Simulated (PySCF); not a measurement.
ethylene glycol: calculation against experiment

**The experiment to reproduce.**

NIST CCCBDB Release 22 (SRD 101), experimental polarizabilities lists, for the gas: mean polarisability 5.71 Å³.

The results are set against them at the end.

Species: ethylene glycol, C2H6O2.
SMILES with atom numbers: `[OH:1][CH2:2][CH2:3][OH:4]` (hydrogens: H5 on O1; H6, H7 on C2; H8, H9 on C3; H10 on O4)

Geometry (GFN2-xTB, Å), atoms numbered from 1 in this order:
```xyz
10
C2H6O2 angstrom
O      1.313   -0.685    0.154
C      0.551    0.486   -0.072
C     -0.890    0.049   -0.342
O     -1.452   -0.599    0.766
H      2.225   -0.440    0.336
H      0.577    1.136    0.812
H      0.934    1.041   -0.939
H     -1.512    0.924   -0.542
H     -0.900   -0.610   -1.222
H     -0.837   -1.296    1.027
```

The PySCF runs (gas phase, on this GFN2-xTB geometry; no spin–orbit coupling):

```
                                                                level                                                                job  basis functions  wall time
                                                       PBE0/def2-SVPD  6 singlets by full TDDFT, 2 Tamm–Dancoff triplets, polarisability              134      7.5 s
KT2/def2-TZVPP, damping 0.1 at the start, DIIS from the seventh cycle        25 singlets by TDA, 2 Tamm–Dancoff triplets, polarisability              208       29 s
```

Hardware: Arm Neoverse V1, one thread, shared host.

Results beside the measurements:

**Mean polarisability.** Measured: 5.71 Å³ (NIST CCCBDB Release 22 (SRD 101), experimental polarizabilities).

```json
{"level": "PBE0/def2-SVPD", "computed (Å³)": "5.49", "computed − measured (Å³)": "-0.22", "% (from the printed values)": "-4"}
{"level": "KT2/def2-TZVPP", "computed (Å³)": "5.49", "computed − measured (Å³)": "-0.22", "% (from the printed values)": "-4"}
```

The computed values are static and purely electronic, with core orbitals frozen in the response (1 au = 0.148185 Å³). The table of measured values doesn't say here whether a value is static or optical, or holds a vibrational part. The measurement averages over conformers, the calculation has one.

No measured geometry was used, and the causes of the misses weren't examined.
